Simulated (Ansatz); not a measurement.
Rocksalt KI, relaxed with r2SCAN in Ansatz 0.2.0. The symmetry is Fm-3m (No. 225, cubic); conventional cell a = 7.089 Å, 44.52 Å³ an atom. Around K lie 6 I at 3.54 Å; around I lie 6 K at 3.54 Å.

The axes x, y and z are those of this cell:
```xyz
2
Lattice="0.0000 3.5443 3.5443 3.5443 0.0000 3.5443 3.5443 3.5443 0.0000" Properties=species:S:1:pos:R:3 pbc="T T T"
K     0.0000    0.0000    0.0000
I     3.5443    3.5443    3.5443
```

Unstrained: PBE gives a direct gap of 3.944 eV at Γ. With r2SCAN the gap is 4.586 eV and direct, at Γ. With HSE06 the gap is 4.941 eV and direct, at Γ. Meshes: PBE 6×6×6, r2SCAN 6×6×6, HSE06 4×4×4. Strains are changes of length per length. After each strain the atoms were relaxed again with r2SCAN within the symmetry that the strain leaves, so tilts or polar shifts that break it weren't tested; points keep the names that they have in the unstrained zone. The values are computed, spin-unpolarised, and not measurements.

Problem. Apply isotropic -0.5 % on every length. How far does the gap move, against the unstrained cell?

Solution. PBE: the gap goes from 3.944 to 3.979 eV (+0.035 eV). r2SCAN: the gap goes from 4.586 to 4.625 eV (+0.039 eV). HSE06: the gap goes from 4.941 to 4.979 eV (+0.038 eV). The r2SCAN energy rises by 0.5 meV an atom.

Problem. For epitaxial -3.0 % in the plane normal to [111], how far does the free direction move, and what happens to the gap?

Solution. The normal strain at zero normal stress is +3.33 %, 1.11 of the in-plane strain with the sign turned. PBE: the gap goes from 3.944 to 3.927 eV (-0.017 eV); with r2SCAN the top three valence levels at Γ, degenerate before, become 2+1 from the top over 184 meV. r2SCAN: the gap goes from 4.586 to 4.569 eV (-0.017 eV). HSE06: the gap goes from 4.941 to 4.925 eV (-0.016 eV).

Problem. Estimate what uniaxial -5.0 % along [111], other directions held does to the gap.

Solution. PBE: the gap goes from 3.944 to 3.968 eV (+0.024 eV); with r2SCAN the top three valence levels at Γ, degenerate before, become 1+2 from the top over 133 meV. r2SCAN: the gap goes from 4.586 to 4.618 eV (+0.032 eV). HSE06: the gap goes from 4.941 to 4.970 eV (+0.029 eV). The r2SCAN energy rises by 6.7 meV an atom.

Problem. Estimate what uniaxial +1.5 % along x, other directions held does to the gap.

Solution. PBE: the gap goes from 3.944 to 3.909 eV (-0.035 eV). r2SCAN: the gap goes from 4.586 to 4.547 eV (-0.039 eV). HSE06: the gap goes from 4.941 to 4.903 eV (-0.038 eV). The r2SCAN energy rises by 0.8 meV an atom.

Spin-orbit coupling is left out, which matters wherever the heavy atoms make up the band edges.

The meshes of the hybrids are coarse, so their gaps aren't converged to the digits shown.

The splittings at Γ are without spin-orbit coupling, which regroups them where it is of like size or larger.
